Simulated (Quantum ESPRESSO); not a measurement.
# GaN in Quantum ESPRESSO: the effect of target pressure

The system is GaN.

```
Ga N
1.0
     0.00000    2.25350    2.25350
     2.25350    0.00000    2.25350
     2.25350    2.25350    0.00000
Ga N
1 1
Direct
  0.00000 0.00000 0.00000
  0.25000 0.25000 0.25000
```

The cell is a database's computed one.

Alike in all runs:

| Quantity | Value |
| --- | --- |
| Program | Quantum ESPRESSO 7.5 |
| Task | phonons |
| Functional | LDA |
| Potentials or basis | GBRV 1.5 LDA |
| Cutoff | 762 eV |
| Density cutoff | 6095 eV |
| k mesh | 6 × 6 × 6, shifted |
| Occupations | fermi-dirac, width 0.05 eV |
| Spin | no spin polarisation |

Each run relaxes the cell or the atoms first.

```csv
target pressure,relaxed volume (Å³/atom),dielectric constant (mean),highest phonon frequency (cm⁻¹)
0 GPa,11.10,5.75,552
5 GPa,?,?,?
10 GPa,10.61,5.53,590
20 GPa,10.21,5.38,623
40 GPa,9.60,5.17,681
```

Q: What does the run with target pressure 5 GPa give?

A: Relaxed volume 10.84 Å³/atom; dielectric constant 5.63 mean; highest phonon frequency 571 cm⁻¹.

Worked out: In Murnaghan's law V^(-B') rises as a straight line in P. The other rows fit best with B' = 4.2, V0 = 11.10 Å³/atom and B0 = 200 GPa, which gives 10.84 Å³/atom at 5 GPa, against the run's 10.84. A parabola through the other rows of the dielectric constant, of slope -0.0208  per GPa there, gives 5.64 , against the run's 5.63. A parabola through the other rows of the highest phonon frequency, of slope 3.73 cm⁻¹ per GPa there, gives 571 cm⁻¹, against the run's 571.

Caveats: the cell is more than 3 GPa from zero pressure, which shifts response properties (some runs); the volume moved by over 15 % at a fixed basis, so the end points are rough (some runs).
